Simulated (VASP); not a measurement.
# Settings for BAs: energy difference of two geometries

BAs, F-43m (no. 216), 2 atoms in the cell. AM05, energy difference of two geometries; PAW potentials As, B (PBE set). VASP 6.6.1.

Wanted: energy difference within 0.5 meV/atom.

What the run is for: energy difference; Accuracy asked: standard; Second geometry: last atom moved by 0.04 A along z, cell strained by -1.0% along z.

The series start from Plane-wave cutoff (eV): 420; k-point mesh: 8 × 8 × 8; Precision mode (PREC): Accurate; Electronic threshold (eV): 1e-6; Aspherical gradient terms in the spheres (LASPH): yes; Electronic algorithm: ALGO=Normal. Each series keeps the choices made before it, and each single choice may use up half of a tolerance. Times cover all steps of a run.

## Plane-wave cutoff (eV)

| Plane-wave cutoff (eV) | Energy difference (meV/atom) | Time (s) |
|---|---|---|
| 260 | 8.08 | 16 |
| 320 | 7.86 | 20 |
| 370 | 7.79 | 24 |
| 420 | 7.78 | 20 |
| 480 | 7.78 | 23 |
| 560 | 7.77 | 43 |
| 670 (reference) | 7.77 | 56 |

Chosen: 320, the loosest value from which every tighter one stays within half of the tolerance.

## k-point mesh

| k-point mesh | Energy difference (meV/atom) | Time (s) |
|---|---|---|
| 3 × 3 × 3 | 10.68 | 12 |
| 4 × 4 × 4 | 8.66 | 12 |
| 5 × 5 × 5 | 8.12 | 15 |
| 6 × 6 × 6 | 7.82 | 15 |
| 8 × 8 × 8 | 7.86 | 20 |
| 10 × 10 × 10 | 7.80 | 36 |
| 12 × 12 × 12 | 7.77 | 47 |
| 16 × 16 × 16 (reference) | 7.79 | 91 |

Chosen: 6 × 6 × 6.

## Precision mode (PREC)

| Precision mode (PREC) | Energy difference (meV/atom) | Time (s) |
|---|---|---|
| SingleN | 7.84 | 14 |
| Normal | 7.83 | 14 |
| Single | 7.82 | 14 |
| Accurate (reference) | 7.82 | 15 |

Chosen: SingleN.

## Electronic threshold (eV)

| Electronic threshold (eV) | Energy difference (meV/atom) | Time (s) |
|---|---|---|
| 0.001 | 7.84 | 7.7 |
| 0.0001 | 7.84 | 11 |
| 1e-5 | 7.84 | 9.6 |
| 1e-6 | 7.84 | 14 |
| 1e-7 | 7.84 | 11 |
| 1e-8 (reference) | 7.84 | 13 |

Chosen: 0.001.

## Aspherical gradient terms in the spheres (LASPH)

| Aspherical gradient terms in the spheres (LASPH) | Energy difference (meV/atom) | Time (s) |
|---|---|---|
| no | 7.90 | 3.2 |
| yes (reference) | 7.84 | 7.7 |

Chosen: no.

## Electronic algorithm

| Electronic algorithm | Energy difference (meV/atom) | Time (s) |
|---|---|---|
| ALGO=Normal | 7.90 | 3.2 |
| ALGO=Fast | 7.90 | 3.5 |
| ALGO=VeryFast | 7.90 | 4.9 |
| ALGO=All ISEARCH=1 | 7.90 | 4.0 |
| ALGO=All ISEARCH=0 | 7.90 | 4.7 |
| ALGO=Damped TIME=0.4 | 7.90 | 4.6 |
| ALGO=Damped TIME=0.1 | 7.91 | 5.4 |
| ALGO=Old Fast | 7.90 | 4.9 |

Chosen: ALGO=Normal; no other choice that stays within half of the tolerance saves 30 % of the time.

## All choices together

| Input | Energy difference (meV/atom) | Time (s) |
|---|---|---|
| the program's defaults (naive) | 8.09 | 3.4 |
| chosen settings | 7.90 | 3.2 |
| reference settings throughout | 7.76 | 316 |

The tolerance is met.

## The input

INCAR:
```
SYSTEM = BAs
GGA = AM
ISMEAR = 0
SIGMA = 0.03
LWAVE = .FALSE.
LCHARG = .FALSE.
ISIF = 2
PREC = SingleN
LASPH = .FALSE.
LREAL = .FALSE.
ALGO = Normal
EDIFF = 0.001
NELM = 120
GGA_COMPAT = .FALSE.
ENCUT = 320
EFERMI = MIDGAP
```

KPOINTS:
```
Automatic mesh
0
Gamma
  6 6 6
  0 0 0
```

POSCAR.step1:
```
BAs
1.0
    0.0000000000      2.3885000000      2.3885000000
    2.3885000000      0.0000000000      2.3885000000
    2.3885000000      2.3885000000      0.0000000000
As B
1 1
Direct
    0.7500000000      0.7500000000      0.7500000000
    0.0000000000      0.0000000000      0.0000000000
```

POSCAR.step2:
```
BAs
1.0
    0.0000000000      2.3885000000      2.3646150000
    2.3885000000      0.0000000000      2.3646150000
    2.3885000000      2.3885000000      0.0000000000
As B
1 1
Direct
    0.7500000000      0.7500000000      0.7500000000
    0.0083734600      0.0083734600     -0.0083734600
```

Commands (each step's output is kept before the next begins):
```
cat potpaw_PBE.64/As/POTCAR potpaw_PBE.64/B/POTCAR > POTCAR
cp POSCAR.step1 POSCAR
mpirun -np 1 vasp_std > vasp.out
cp POSCAR.step2 POSCAR
mpirun -np 1 vasp_std > vasp.out
```

The naive input happens to agree within the tolerance here, in 3.4 s.

The chosen input took VASP 6.6.1 3.2 s on 1 core (Intel Xeon Platinum 8259CL @ 2.50GHz (Skylake/Cascade Lake)), a shared host.

## An input that fails: tetrahedra on too few k points

VASP's message: IBZKPT: tetrahedron method fails for NKPT<4. NKPT = 1.

k mesh: 8 × 8 × 8 becomes 1 × 1 × 1.

Changes against the starting input:
```
- ISMEAR = 0
- NELM = 120
+ ISMEAR = -5
+ NELM = 97
```
